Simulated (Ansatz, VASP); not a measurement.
# GaP in two plane-wave programs, part 2 of 2

Wanted: the spread between two codes on one cell, functional and k mesh.

VASP 6.6.1 and Ansatz 0.2.0.

So far: The starting structure; Ansatz: G0W0 gap, PBE.

### 3. VASP: G0W0 gap, PBE

Level of this step: G0W0 on PBE; plane waves and PAW (Ga_d_GW, P_GW) (VASP).

The same cell, functional and mesh now go to VASP, with its own data sets and cutoff.

Lines of VASP's logs that name or quote its potential files are left out, and so is its time.

The run reads the wave functions of an earlier VASP run, which isn't shown here.

The input, INCAR:

```
SYSTEM = GaP
PREC = Accurate
ENCUT = 430
ISMEAR = 0
SIGMA = 0.01
LREAL = .FALSE.
GGA = PE
NBANDS = 96
ALGO = EVGW0
NELMGW = 1
ENCUTGW = 100
NOMEGA = 48
PRECFOCK = Fast
NBANDSGW = 24
LWAVE = .TRUE.
LCHARG = .FALSE.
```

The input, POSCAR:

```
GaP
1.0
    0.0000000000      2.7252500000      2.7252500000
    2.7252500000      0.0000000000      2.7252500000
    2.7252500000      2.7252500000      0.0000000000
Ga P
1 1
Direct
    0.0000000000      0.0000000000      0.0000000000
    0.2500000000      0.2500000000      0.2500000000
```

The input, KPOINTS:

```
Automatic mesh
0
Gamma
6 6 6
0 0 0
```

PAW data sets: Ga_d_GW and P_GW (PBE family, release 64).

Launch:

```bash
$ mpirun -np 8 vasp_std
```

Numbers of over 12 decimals in the logs are rounded to 6 here.

Log:

```text
[banner, memory and clock lines left out]
running    8 mpi-ranks, on    1 nodes
 distrk:  each k-point on    8 cores,    1 groups
 distr:  one band on    1 cores,    8 groups

 POSCAR found type information on POSCAR GaP
 POSCAR found :  2 types and       2 ions
|                                                                             |
|           W    W    AA    RRRRR   N    N  II  N    N   GGGG   !!!           |
|           W    W   A  A   R    R  NN   N  II  NN   N  G    G  !!!           |
|           W    W  A    A  R    R  N N  N  II  N N  N  G       !!!           |
|           W WW W  AAAAAA  RRRRR   N  N N  II  N  N N  G  GGG   !            |
|           WW  WW  A    A  R   R   N   NN  II  N   NN  G    G                |
|           W    W  A    A  R    R  N    N  II  N    N   GGGG   !!!           |
|                                                                             |
|     For optimal performance we recommend to set                             |
|       NCORE = 2 up to number-of-cores-per-socket                            |
|     NCORE specifies how many cores store one orbital (NPAR=cpu/NCORE).      |
|     This setting can greatly improve the performance of VASP for DFT.       |
|     The default, NCORE=1 might be grossly inefficient on modern             |
|     multi-core architectures or massively parallel machines. Do your        |
|     Unfortunately you need to use the default for GW and RPA                |
|     calculations (for HF NCORE is supported but not extensively tested      |
|     yet).                                                                   |
|                                                                             |

|                                                                             |
|           W    W    AA    RRRRR   N    N  II  N    N   GGGG   !!!           |
|           W    W   A  A   R    R  NN   N  II  NN   N  G    G  !!!           |
|           W    W  A    A  R    R  N N  N  II  N N  N  G       !!!           |
|           W WW W  AAAAAA  RRRRR   N  N N  II  N  N N  G  GGG   !            |
|           WW  WW  A    A  R   R   N   NN  II  N   NN  G    G                |
|           W    W  A    A  R    R  N    N  II  N    N   GGGG   !!!           |
|                                                                             |
|     The default for ENCUTGWSOFT is different in this version of VASP.       |
|     please manually set ENCUTGWSOFT =100 in the INCAR file.                 |
|                                                                             |

 LDA part: xc-table for (Slater+PW92), standard interpolation
 found WAVECAR, reading the header
 POSCAR, INCAR and KPOINTS ok, starting setup
 FFT: planning ... GRIDC
 FFT: planning ... GRID_SOFT
 FFT: planning ... GRID
 reading WAVECAR
 the WAVECAR file was read successfully
 initial charge from wavefunction
 available memory per node:     86.03 GB, setting MAXMEM to     88095

 The Fermi energy was updated, please check that it is located mid-gap
 values below the HOMO (VB) or above the LUMO (CB) will cause erroneous energies
 E-fermi :   5.1885

 calculate exact exchange contribution
 the WAVEDER file was read successfully
energies w=
    0.000    0.000    0.590    0.000    1.177    0.000    1.760    0.000
    2.336    0.000    2.904    0.000    3.462    0.000    4.010    0.000
    4.549    0.000    5.077    0.000    5.596    0.000    6.107    0.000
    6.610    0.000    7.107    0.000    7.600    0.000    8.090    0.000
    8.579    0.000    9.069    0.000    9.562    0.000   10.061    0.000
   10.568    0.000   11.085    0.000   11.616    0.000   12.165    0.000
   12.734    0.000   13.329    0.000   13.954    0.000   14.615    0.000
   15.319    0.000   16.076    0.000   16.894    0.000   17.786    0.000
   18.767    0.000   19.857    0.000   21.081    0.000   22.470    0.000
   24.065    0.000   25.925    0.000   28.127    0.000   30.782    0.000
   34.050    0.000   38.179    0.000   43.560    0.000   50.865    0.000
   61.333    0.000   77.550    0.000  105.944    0.000  168.162    0.000
 responsefunction array rank=      96
 LDA part: xc-table for (Slater+PW92), standard interpolation

 min. memory requirement per mpi rank    181.0 MB, per node   1447.8 MB

 allocating   6 responsefunctions rank=    96
 shmem allocating  48 responsefunctions rank=    96
 response function shared by NCSHMEM nodes    1
 Doing            6  frequencies on each core in blocks of           48
NQ=   1    0.0000    0.0000    0.0000,
|.........|.........|.........|.........|.........|.........|.........|.........
 performed        411000 updates of chi_q(r,r)
 total number of BLAS operations         26.11 Gflops
NQ=   2    0.1667    0.0000    0.0000,
|.........|.........|.........|.........|.........|.........|.........|.........
 performed       1136000 updates of chi_q(r,r)
 total number of BLAS operations         78.48 Gflops
NQ=   3    0.3333    0.0000    0.0000,
|.........|.........|.........|.........|.........|.........|.........|.........
 performed       1861000 updates of chi_q(r,r)
 total number of BLAS operations        127.59 Gflops
NQ=   4    0.5000    0.0000    0.0000,
|.........|.........|.........|.........|.........|.........|.........|.........
 performed       2475000 updates of chi_q(r,r)
 total number of BLAS operations        167.42 Gflops
NQ=   5    0.1667    0.1667    0.0000,
|.........|.........|.........|.........|.........|.........|.........|.........
 performed       3200000 updates of chi_q(r,r)
 total number of BLAS operations        209.35 Gflops
NQ=   6    0.3333    0.1667    0.0000,
|.........|.........|.........|.........|.........|.........|.........|.........
 performed       4321000 updates of chi_q(r,r)
 total number of BLAS operations        280.42 Gflops
NQ=   7    0.5000    0.1667    0.0000,
|.........|.........|.........|.........|.........|.........|.........|.........
 performed       5442000 updates of chi_q(r,r)
 total number of BLAS operations        358.03 Gflops
NQ=   8   -0.3333    0.1667    0.0000,
|.........|.........|.........|.........|.........|.........|.........|.........
 performed       6563000 updates of chi_q(r,r)
 total number of BLAS operations        430.71 Gflops
NQ=   9   -0.1667    0.1667    0.0000,
|.........|.........|.........|.........|.........|.........|.........|.........
 performed       7537000 updates of chi_q(r,r)
 total number of BLAS operations        495.25 Gflops
NQ=  10    0.3333    0.3333    0.0000,
|.........|.........|.........|.........|.........|.........|.........|.........
 performed       8262000 updates of chi_q(r,r)
 total number of BLAS operations        540.18 Gflops
NQ=  11    0.5000    0.3333    0.0000,
|.........|.........|.........|.........|.........|.........|.........|.........
 performed       9383000 updates of chi_q(r,r)
 total number of BLAS operations        621.16 Gflops
NQ=  12   -0.3333    0.3333    0.0000,
|.........|.........|.........|.........|.........|.........|.........|.........
 performed      10357000 updates of chi_q(r,r)
 total number of BLAS operations        685.70 Gflops
NQ=  13    0.5000    0.5000    0.0000,
|.........|.........|.........|.........|.........|.........|.........|.........
 performed      10907000 updates of chi_q(r,r)
 total number of BLAS operations        722.95 Gflops
NQ=  14    0.5000    0.3333    0.1667,
|.........|.........|.........|.........|.........|.........|.........|.........
 performed      12166000 updates of chi_q(r,r)
 total number of BLAS operations        806.42 Gflops
NQ=  15   -0.3333    0.3333    0.1667,
|.........|.........|.........|.........|.........|.........|.........|.........
 performed      13352000 updates of chi_q(r,r)
 total number of BLAS operations        890.26 Gflops
NQ=  16   -0.3333    0.5000    0.1667,
|.........|.........|.........|.........|.........|.........|.........|.........
 performed      14330000 updates of chi_q(r,r)
 total number of BLAS operations        956.54 Gflops
 resolving degeneracies of screened two electron integrals

 calculate QP shifts <psi_nk| G(iteration)W_0 |psi_nk>: iteration 1
 writing wavefunctions
 entering main loop
```

From OUTCAR (step 3):

```text
ion  position               nearest neighbor table
   1  0.000  0.000  0.000-   2 2.36   2 2.36   2 2.36   2 2.36
   2  0.250  0.250  0.250-   1 2.36   1 2.36   1 2.36   1 2.36

  LATTYP: Found a face centered cubic cell.
 ALAT       =     5.4505000000

 Subroutine GETGRP returns: Found 24 space group operations
 (whereof 24 operations were pure point group operations)

The static configuration has the point symmetry T_d .

 Found     16 irreducible k-points:

   k-points           NKPTS =     16   k-points in BZ     NKDIM =    216   number of bands    NBANDS=     96

   dimension x,y,z NGX =    28 NGY =   28 NGZ =   28
   dimension x,y,z NGXF=    56 NGYF=   56 NGZF=   56

   ENCUT  =  430.0 eV  31.60 Ry    5.62 a.u.   6.52  6.52  6.52*2*pi/ulx,y,z

   NELECT =      18.0000    total number of electrons

  energy-cutoff  :      430.00
  volume of cell :       40.48
      direct lattice vectors                 reciprocal lattice vectors
     0.000000000  2.725250000  2.725250000    -0.183469406  0.183469406  0.183469406
     2.725250000  0.000000000  2.725250000     0.183469406 -0.183469406  0.183469406
     2.725250000  2.725250000  0.000000000     0.183469406  0.183469406 -0.183469406

 k-points in reciprocal lattice and weights: Automatic mesh
   0.00000000  0.00000000  0.00000000       0.005
   0.16666667  0.00000000  0.00000000       0.037
   0.33333333  0.00000000  0.00000000       0.037
   0.50000000  0.00000000  0.00000000       0.019
   0.16666667  0.16666667  0.00000000       0.028
   0.33333333  0.16666667  0.00000000       0.111
   0.50000000  0.16666667  0.00000000       0.111
  -0.33333333  0.16666667  0.00000000       0.111
  -0.16666667  0.16666667  0.00000000       0.056
[...]
-0.33333333  0.33333333  0.16666667       0.111
  -0.33333333  0.50000000  0.16666667       0.056

 E-fermi :   5.1885

 QP shifts <psi_nk| G(iteration)W_0 |psi_nk>: iteration 1
 for sc-GW calculations column KS-energies equals QP-energies in previous step
 and V_xc(KS)=  KS-energies - (<T + V_ion + V_H > + <T+V_H+V_ion>^1  + <V_x>^1)
 k-point   1 :       0.0000    0.0000    0.0000
  band No.  KS-energies  QP-energies   sigma(KS)   V_xc(KS)     V^pw_x(r,r')   Z            occupation Imag(sigma)
    ...
      6      -8.1293      -8.5134     -11.9662     -11.3657     -18.6847       0.6396       2.0000       1.0455
      7       4.3650       3.9348     -13.1747     -12.6105     -14.3547       0.7626       2.0000       0.0527
      8       4.3650       3.9348     -13.1747     -12.6105     -14.3547       0.7626       2.0000       0.0527
      9       4.3650       3.9348     -13.1747     -12.6105     -14.3547       0.7626       2.0000       0.0527
     10       6.1861       6.6764     -10.9919     -11.6286      -7.1651       0.7701       0.0000      -0.0662
     11       8.2449       8.5418     -10.1013     -10.4894      -5.9230       0.7649       0.0000      -0.0851
     12       8.2449       8.5418     -10.1013     -10.4894      -5.9230       0.7649       0.0000      -0.0851
     13       8.2449       8.5418     -10.1013     -10.4894      -5.9230       0.7649       0.0000      -0.0851
    ...

 k-point   2 :       0.1667    0.0000    0.0000
  band No.  KS-energies  QP-energies   sigma(KS)   V_xc(KS)     V^pw_x(r,r')   Z            occupation Imag(sigma)
    ...
      6      -7.7733      -8.1921     -12.1984     -11.5539     -18.8044       0.6498       2.0000       1.0083
      7       1.9759       1.5209     -12.5163     -11.9046     -14.3439       0.7440       2.0000       0.0795
      8       3.9940       3.5463     -12.9596     -12.3719     -14.2198       0.7618       2.0000       0.0549
      9       3.9940       3.5463     -12.9596     -12.3719     -14.2198       0.7618       2.0000       0.0549
     10       6.7746       7.1829     -10.6046     -11.1354      -6.7128       0.7694       0.0000      -0.0711
     11       8.7936       9.1044     -10.2605     -10.6697      -5.9183       0.7594       0.0000      -0.0948
     12       8.7936       9.1044     -10.2605     -10.6697      -5.9183       0.7594       0.0000      -0.0948
     13       9.3895       9.6984     -10.5987     -11.0088      -6.1464       0.7532       0.0000      -0.1066
    ...

 k-point   3 :       0.3333    0.0000    0.0000
  band No.  KS-energies  QP-energies   sigma(KS)   V_xc(KS)     V^pw_x(r,r')   Z            occupation Imag(sigma)
    ...
      6      -6.8267      -7.2902     -12.6777     -11.9842     -18.9774       0.6683       2.0000       0.9050
      7      -0.8448      -1.3645     -12.0098     -11.2800     -15.1885       0.7120       2.0000       0.2066
      8       3.4580       2.9794     -12.7760     -12.1442     -14.2290       0.7575       2.0000       0.0603
      9       3.4580       2.9794     -12.7760     -12.1442     -14.2290       0.7575       2.0000       0.0603
     10       6.2599       6.6151     -10.3976     -10.8563      -6.6479       0.7742       0.0000      -0.0683
     11       9.1700       9.4521     -10.0631     -10.4352      -5.5964       0.7582       0.0000      -0.1041
     12       9.1700       9.4521     -10.0631     -10.4352      -5.5964       0.7582       0.0000      -0.1041
     13      11.9614      12.1858     -10.1159     -10.4200      -4.7456       0.7377       0.0000      -0.2279
    ...

 k-point   4 :       0.5000    0.0000    0.0000
  band No.  KS-energies  QP-energies   sigma(KS)   V_xc(KS)     V^pw_x(r,r')   Z            occupation Imag(sigma)
    ...
      6      -6.0641      -6.5398     -13.1585     -12.4586     -19.2464       0.6797       2.0000       0.8173
      7      -2.2708      -2.8022     -11.5003     -10.7445     -15.2793       0.7031       2.0000       0.3318
      8       3.2464       2.7570     -12.7263     -12.0771     -14.2642       0.7539       2.0000       0.0629
      9       3.2464       2.7570     -12.7263     -12.0771     -14.2642       0.7539       2.0000       0.0629
     10       6.0334       6.3771     -10.4084     -10.8515      -6.7241       0.7756       0.0000      -0.0668
     11       9.0741       9.3284      -9.8952     -10.2292      -5.4677       0.7612       0.0000      -0.1024
     12       9.0741       9.3284      -9.8952     -10.2292      -5.4677       0.7612       0.0000      -0.1024
     13      12.6465      12.5739      -8.4746      -8.3775      -3.0582       0.7477       0.0000      -0.2572
    ...

[... 4 further parts left out ...]
```

### 4. Comparison

Known differences besides the potentials themselves: the two programs' PAW sets differ in cores and partial waves; the cutoff is 420 eV in Ansatz and 430 eV in VASP; VASP leaves aspherical gradient terms in its spheres out (LASPH is not set), Ansatz keeps them; Ansatz integrates over frequency by contour deformation, VASP on a grid of NOMEGA points. Total energies have different zeros and are not compared.

Both answers:

| quantity | Ansatz | VASP | difference |
| --- | --- | --- | --- |
| G0W0 gap on the mesh (eV) | 2.08 | 2.09 | 0.00 |
| PBE gap under it (eV) | 1.65 | 1.65 | 0.00 |

### 5. What came out

- difference in G0W0 gap on the mesh (G0W0 gap, PBE): -0.0022 eV

What this shows: The difference in G0W0 gap on the mesh is -0.0022 eV (G0W0 gap, PBE), within the 0.15 eV picked in this series as the mark of a large difference. Such differences can come from data sets, numerical settings and the points named under the comparisons, not from the functional's error against experiment.

[Lines on the potential files, build, host, timing and source positions are cut from VASP's logs without a mark.]

[Logs are printed without paths, hosts, clocks, repeated set-up lines and the standing remarks that a program may print on its own settings, such as how far it seeks lower states.]

[Hosts, paths, dates, database ids (printed as entryN), source tags and the programs' standing remarks are cut or masked in the printed files.]
